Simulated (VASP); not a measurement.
# LiF (Griceite) (Fm-3m) in VASP: a series of runs

Runs on LiF (Griceite). Level: PBEsol. Tasks: relaxation of the atoms.

Everything below comes from runs of VASP 6.6.1. Logs are shortened: lines on timing, memory, paths and dates and some standing lists are left out, and cuts for length are marked.

## Step 1: The undisturbed crystal

The structure is cubic, space group Fm-3m (No. 225). Conventional cell: a = 4.028 Å, b = 4.028 Å, c = 4.028 Å, α = 90.00°, β = 90.00°, γ = 90.00°. Li (site symmetry m-3m) has 6 F at 2.01 Å as nearest neighbours. F (site symmetry m-3m) has 6 Li at 2.01 Å as nearest neighbours.

## Step 2: Relaxation of the atoms, PBEsol (a relaxed cell with its volume scaled by 1.02)

INCAR

```
PREC = Accurate
ENCUT = 600
EDIFF = 1E-7
ISMEAR = 0
SIGMA = 0.03
LREAL = F
LASPH = T
NELM = 80
ALGO = Fast
ISIF = 2
LWAVE = F
LCHARG = F
GGA = PS
IBRION = 2
NSW = 40
EDIFFG = -0.01
```

KPOINTS

```
Automatic mesh
0
Gamma
  12 12 12
```

POSCAR

```
LiF                                     
1.0
    0.0000000000      2.0117151098      2.0117151098
    2.0117151098      0.0000000000      2.0117151098
    2.0117151098      2.0117151098      0.0000000000
  Li              F             
     1     1
Direct
     0.0000000000000000    0.0000000000000000    0.0000000000000000
     0.5000000000000000    0.5000000000000000    0.5000000000000000
```

Potentials or basis: VASP PAW PBE potentials, release 64 (Li_sv, F).

Command:

```sh
$ cat potpaw_PBE.64/Li_sv/POTCAR potpaw_PBE.64/F/POTCAR > POTCAR
$ mpirun -np 1 vasp_std > vasp.out
```

OUTCAR:

```text
PREC = Accurate
   ENCUT = 600
   EDIFF = 1E-7
   ISMEAR = 0
   LREAL = F
   LASPH = T
   NELM = 80
   ISIF = 2
   GGA = PS
   IBRION = 2
   NSW = 40
   EDIFFG = -0.01

 ion  position               nearest neighbor table
   1  0.000  0.000  0.000-   2 2.01   2 2.01   2 2.01   2 2.01   2 2.01   2 2.01
   2  0.500  0.500  0.500-   1 2.01   1 2.01   1 2.01   1 2.01   1 2.01   1 2.01

  LATTYP: Found a face centered cubic cell.
 ALAT       =     4.0234302196

  Lattice vectors:

 A1 = (   0.0000000000,   2.0117151098,   2.0117151098)
 A2 = (   2.0117151098,   0.0000000000,   2.0117151098)
 A3 = (   2.0117151098,   2.0117151098,   0.0000000000)

Analysis of symmetry for initial positions (statically):
=====================================================================
 Subroutine PRICEL returns:
 Original cell was already a primitive cell.

 Routine SETGRP: Setting up the symmetry group for a
 face centered cubic supercell.

 Subroutine GETGRP returns: Found 48 space group operations
 (whereof 48 operations were pure point group operations)
 out of a pool of 48 trial point group operations.

The static configuration has the point symmetry O_h .

Analysis of symmetry for dynamics (positions and initial velocities):
=====================================================================
 Subroutine PRICEL returns:
 Original cell was already a primitive cell.

 Routine SETGRP: Setting up the symmetry group for a
 face centered cubic supercell.

 Subroutine GETGRP returns: Found 48 space group operations
 (whereof 48 operations were pure point group operations)
 out of a pool of 48 trial point group operations.

The dynamic configuration has the point symmetry O_h .

 Subroutine INISYM returns: Found 48 space group operations
 (whereof 48 operations are pure point group operations),
 and found     1 'primitive' translations

----------------------------------------------------------------------------------------

                                     Primitive cell

  volume of cell :      16.2828

  direct lattice vectors                    reciprocal lattice vectors
     0.000000000  2.011715110  2.011715110    -0.248544139  0.248544139  0.248544139
     2.011715110  0.000000000  2.011715110     0.248544139 -0.248544139  0.248544139
     2.011715110  2.011715110  0.000000000     0.248544139  0.248544139 -0.248544139

  length of vectors
     2.844994792  2.844994792  2.844994792     0.430491077  0.430491077  0.430491077

  position of ions in fractional coordinates (direct lattice)
     0.000000000  0.000000000  0.000000000
     0.500000000  0.500000000  0.500000000

  ion indices of the primitive-cell ions
   primitive index   ion index
                 1           1
                 2           2

----------------------------------------------------------------------------------------

 KPOINTS: Automatic mesh

Automatic generation of k-mesh.
 Grid dimensions read from file:
 generate k-points for:   12   12   12

 Generating k-lattice:

  Cartesian coordinates                     Fractional coordinates (reciprocal lattice)
    -0.020712012  0.020712012  0.020712012     0.083333333  0.000000000  0.000000000
     0.020712012 -0.020712012  0.020712012     0.000000000  0.083333333  0.000000000
     0.020712012  0.020712012 -0.020712012     0.000000000  0.000000000  0.083333333

  Length of vectors
     0.035874256  0.035874256  0.035874256

  Shift w.r.t. Gamma in fractional coordinates (k-lattice)
     0.000000000  0.000000000  0.000000000

 Subroutine IBZKPT returns following result:
 ===========================================

 Found     72 irreducible k-points:

 Following reciprocal coordinates:
            Coordinates               Weight
  0.000000  0.000000  0.000000      1.000000
  0.083333  0.000000  0.000000      8.000000
  0.166667  0.000000  0.000000      8.000000
  0.250000  0.000000  0.000000      8.000000
  0.333333  0.000000  0.000000      8.000000
  0.416667  0.000000  0.000000      8.000000
[... 16 lines left out ...]
  0.500000  0.166667  0.000000     24.000000
 -0.416667  0.166667  0.000000     24.000000
 [... further k-points ...]
   k-points           NKPTS =     72   k-points in BZ     NKDIM =     72   number of bands    NBANDS=      9
   number of dos      NEDOS =    301   number of ions     NIONS =      2
   total plane-waves  NPLWV =  13824
   dimension x,y,z NGX =    24 NGY =   24 NGZ =   24
   dimension x,y,z NGXF=    48 NGYF=   48 NGZF=   48
   ions per type =               1   1
   NGX,Y,Z   is equivalent  to a cutoff of  14.02, 14.02, 14.02 a.u.
   NGXF,Y,Z  is equivalent  to a cutoff of  28.05, 28.05, 28.05 a.u.
 SYSTEM =  unknown system
   PREC   = accura    normal or accurate (medium, high low for compatibility)
   ISTART =      0    job   : 0-new  1-cont  2-samecut
   ICHARG =      2    charge: 1-file 2-atom 10-const
   ISPIN  =      1    spin polarized calculation?
   LNONCOLLINEAR =      F non collinear calculations
   LSORBIT =      F    spin-orbit coupling
   LASPH  =      T    aspherical Exc in radial PAW
   ENCUT  =  600.0 eV  44.10 Ry    6.64 a.u.   5.68  5.68  5.68*2*pi/ulx,y,z
   NELM   =     80;   NELMIN=  2; NELMDL= -5     # of ELM steps
   EDIFF  = 0.1E-06   stopping-criterion for ELM
   LREAL  =      F    real-space projection
   EDIFFG = -.1E-01   stopping-criterion for IOM
   NSW    =     40    number of steps for IOM
   IBRION =      2    ionic relax: 0-MD 1-quasi-New 2-CG
   NFREE  =      1    steps in history (QN), initial steepest desc. (CG)
   ISIF   =      2    stress and relaxation
   ISYM   =      2    0-nonsym 1-usesym 2-fastsym
   POTIM  = 0.5000    time-step for ionic-motion
   TEBEG  =    0.0;   TEEND  =   0.0 temperature during run
   PSTRESS=    0.0 pullay stress
   NELECT =      10.0000    total number of electrons
   NUPDOWN=      -1.0000    fix difference up-down
   EMIN   =  10.00;   EMAX   =-10.00  energy-range for DOS
   EFERMI =   0.00;   METHOD = LEGACY
   ISMEAR =     0;   SIGMA  =   0.03  broadening in eV -4-tet -1-fermi 0-gaus
   EFERMI_NEDOS =   21; number of points for ismear=-14 and -15
   IALGO  =     68    algorithm
   IMIX   =      4    mixing-type and parameters
     AMIX     =   0.40;   BMIX     =  1.00
     AMIX_MAG =   1.60;   BMIX_MAG =  1.00
  volume/ion in A,a.u.               =       8.14        54.94
  Fermi-wavevector in a.u.,A,eV,Ry     =   1.391549  2.629645 26.346421  1.936407
  Thomas-Fermi vector in A             =   2.515377
   LORBIT       =      0    0 simple, 1 ext, 2 COOP (PROOUT), +10 PAW based schemes
   GGA     = PS    functional components
   LHFCALC =     F    Hartree Fock is set to
   AEXX    =    0.0000 exact exchange contribution
   IVDW    =     0    specifies the selected vdW correction
   LEPSILON=     F    determine dielectric tensor
   LRPA    =     F    only Hartree local field effects (RPA)
 conjugate gradient relaxation of ions
 non-spin polarized calculation
 RMM-DIIS sequential band-by-band and
 Gauss-broadening in eV      SIGMA  =   0.03
  energy-cutoff  :      600.00
  volume of cell :       16.28
 maximum number of plane-waves:       560
   NGX = 11   NGY = 11   NGZ = 11

 number of electron      10.0000000 magnetization

 number of electron       9.9999992 magnetization

 Free energy of the ion-electron system (eV)
  ---------------------------------------------------
  ext. energy  EPLUGINS =         0.00000000
  ---------------------------------------------------
  free energy    TOTEN  =        -9.85515210 eV

  energy without entropy =       -9.85515210  energy(sigma->0) =       -9.85515210

 E-fermi :  -0.8030     XC(G=0): -10.2193

 val. band max:       -1.0890653112   @ k =   0.0000   0.0000   0.0000
 cond. band min:       7.8646799040   @ k =   0.0000   0.0000   0.0000
 fundamental gap:      8.9537452152
 Fermi energy:        -0.8029886119

 k-point     1 :       0.0000    0.0000    0.0000
  band No.  band energies     occupation
      1     -41.2931      2.00000
      2     -20.9627      2.00000
      3      -1.0891      2.00000
      4      -1.0891      2.00000
      5      -1.0891      2.00000
      6       7.8647      0.00000
      7      22.8860      0.00000
      8      23.0296      0.00000
      9      23.0535      0.00000

 k-point     2 :       0.0833    0.0000    0.0000
  band No.  band energies     occupation
      1     -41.2887      2.00000
      2     -20.9350      2.00000
      3      -1.2977      2.00000
      4      -1.1056      2.00000
      5      -1.1056      2.00000
      6       8.0732      0.00000
      7      20.5130      0.00000
      8      21.7499      0.00000
      9      21.7501      0.00000

 k-point     3 :       0.1667    0.0000    0.0000
  band No.  band energies     occupation
      1     -41.2769      2.00000
      2     -20.8580      2.00000
      3      -1.8297      2.00000
      4      -1.1501      2.00000
      5      -1.1501      2.00000
      6       8.5785      0.00000
      7      18.2679      0.00000
      8      20.4927      0.00000
      9      20.4927      0.00000

 k-point     4 :       0.2500    0.0000    0.0000
  band No.  band energies     occupation
      1     -41.2607      2.00000
      2     -20.7496      2.00000
      3      -2.4884      2.00000
      4      -1.2094      2.00000
      5      -1.2094      2.00000
      6       9.1126      0.00000
      7      16.6747      0.00000
      8      19.3388      0.00000
      9      19.3389      0.00000

 k-point     5 :       0.3333    0.0000    0.0000
  band No.  band energies     occupation
      1     -41.2446      2.00000
      2     -20.6370      2.00000
      3      -3.0934      2.00000
      4      -1.2669      2.00000
      5      -1.2669      2.00000
      6       9.4330      0.00000
      7      15.8219      0.00000
      8      18.4388      0.00000
      9      18.4389      0.00000

 k-point     6 :       0.4167    0.0000    0.0000
  band No.  band energies     occupation
      1     -41.2327      2.00000
      2     -20.5514      2.00000
      3      -3.5107      2.00000
      4      -1.3077      2.00000
      5      -1.3077      2.00000
      6       9.5085      0.00000
      7      15.5471      0.00000
      8      17.8733      0.00000
      9      17.8733      0.00000
[... 169 lines left out ...]
 k-point    21 :       0.3333    0.1667    0.0000
  band No.  band energies     occupation
      1     -41.2455      2.00000
      2     -20.6178      2.00000
      3      -2.8183      2.00000
      4      -1.5805      2.00000
      5      -1.5394      2.00000
      6      10.1615      0.00000
      7      15.9840      0.00000
      8      18.4210      0.00000
      9      18.9590      0.00000

 k-point    22 :       0.4167    0.1667    0.0000
  band No.  band energies     occupation
      1     -41.2324      2.00000
      2     -20.5164      2.00000
      3      -3.2650      2.00000
      4      -1.7549      2.00000
      5      -1.5640      2.00000
      6      10.5253      0.00000
      7      15.1950      0.00000
      8      17.9604      0.00000
      9      18.4211      0.00000

 k-point    23 :       0.5000    0.1667    0.0000
  band No.  band energies     occupation
      1     -41.2241      2.00000
      2     -20.4526      2.00000
      3      -3.5137      2.00000
      4      -1.9238      2.00000
      5      -1.5303      2.00000
      6      10.6236      0.00000
      7      14.8766      0.00000
      8      17.8053      0.00000
      9      18.0474      0.00000

 k-point    24 :      -0.4167    0.1667    0.0000
  band No.  band energies     occupation
      1     -41.2231      2.00000
      2     -20.4464      2.00000
      3      -3.5157      2.00000
      4      -2.0367      2.00000
      5      -1.4472      2.00000
      6      10.5917      0.00000
      7      14.7552      0.00000
      8      17.9036      0.00000
      9      17.9252      0.00000

 [... further k-points ...]
[... 5 lines left out ...]
  --------------------------------------------------------------------------------------
  -------------------------------------------------------------------------------------
  Total       -0.1436843     -0.1436843     -0.1436843     -0.0000000      0.0000000     -0.0000000
  in kB      -14.1380776    -14.1380776    -14.1380776     -0.0000000      0.0000000     -0.0000000
  external PRESSURE =     -14.1380776 kB  Pullay stress =       0.0000000 kB

 VOLUME and BASIS-vectors are now :
 -----------------------------------------------------------------------------
  energy-cutoff  :      600.00
  volume of cell :       16.28
      direct lattice vectors                 reciprocal lattice vectors
     0.000000000  2.011715110  2.011715110    -0.248544139  0.248544139  0.248544139
     2.011715110  0.000000000  2.011715110     0.248544139 -0.248544139  0.248544139
     2.011715110  2.011715110  0.000000000     0.248544139  0.248544139 -0.248544139

 POSITION                                       TOTAL-FORCE (eV/Angst)
 -----------------------------------------------------------------------------------
      0.00000      0.00000      0.00000        -0.000000      0.000000     -0.000000
      2.01172      2.01172      2.01172         0.000000     -0.000000      0.000000
 -----------------------------------------------------------------------------------
    total drift:                               -0.000000     -0.000000      0.000000

  FREE ENERGIE OF THE ION-ELECTRON SYSTEM (eV)
  ---------------------------------------------------
  free  energy   TOTEN  =        -9.8551521002 eV

  energy  without entropy=       -9.8551521002  energy(sigma->0) =       -9.85515210

 reached required accuracy - stopping structural energy minimisation
```

Run time: 6.2 s. Hardware: 1 thread of Intel Xeon 6975P-C (Granite Rapids), shared host; peak memory 0.13 GiB.

What came out:

```yaml
Free_energy: -9.8552 eV
Pressure_after_relaxing: -1.4 GPa
Band_gap_on_the_k_mesh: 8.95 eV, direct
```

Final structure:
```
Li F
1.0
     0.00000    2.01172    2.01172
     2.01172    0.00000    2.01172
     2.01172    2.01172    0.00000
Li F
1 1
Cartesian
  0.0000 0.0000 0.0000
  2.0117 2.0117 2.0117
```

Levels at points of the mesh, in eV from the valence-band top:
```csv
k point,band 2,band 3,band 4,band 5,band 6,band 7,band 8,band 9
"(0.00, 0.00, 0.00)",-19.87,0.00,0.00,0.00,8.95,23.98,24.12,24.14
"(0.50, 0.00, 0.00)",-19.43,-2.57,-0.23,-0.23,10.59,16.60,18.77,18.77
"(0.50, 0.50, 0.00)",-19.15,-3.08,-1.02,-1.02,14.66,16.21,17.38,20.12
```

Caveat: the cutoff is under 1.25 times the usual one of these potentials, so pressure, stress and relaxed cells hold a basis-set (Pulay) error; the relaxation stopped at its first step, so nothing moved; the PAW data sets were made with another functional, which shifts forces and pressure a little. A k mesh can miss the band edges.

[end of part 1 of 2]
